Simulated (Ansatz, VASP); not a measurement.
Gd: VASP beside Ansatz

```
CELL_PARAMETERS angstrom
-2.01141 2.01141 2.01141
2.01141 -2.01141 2.01141
2.01141 2.01141 -2.01141
ATOMIC_POSITIONS crystal
Gd 0.00000 0.00000 0.00000
```

Change from the starting cell: volume scaled by 0.98.

Alike in both runs: task single point; functional PBE; k mesh 9 × 9 × 9; occupations fermi-dirac, width 0.05 eV; collinear spin, ferromagnetic start.

|  | VASP | Ansatz |
| --- | --- | --- |
| version | VASP 6.6.1 | Ansatz 0.2.0 |
| potentials or method | VASP PAW PBE potentials, release 64 (Gd) | Ansatz PAW |
| plane-wave cutoff (eV) | 520 | 420 |
| valence electrons in the cell | 18 | 18 |

|  | VASP | Ansatz | Ansatz less VASP |
| --- | --- | --- | --- |
| gap on the k mesh at the Fermi level (eV) | none | none | - |
| pressure (GPa) | 0.6 | 0.6 | +0.02 |
| net moment per atom (μB) | 7.59 | 7.59 | -0.006 |
| size of the moment on the site where the two differ most (μB) | 7.00 | 7.31 | +0.319 |

Site moments also hang on the region over which each program counts them. A gap of «none» marks a metal or a gap that the smearing closes.

Caveats: spin-orbit coupling is left out, which moves the levels of the heavy elements. The state reached can hang on the start; a lower one may exist.
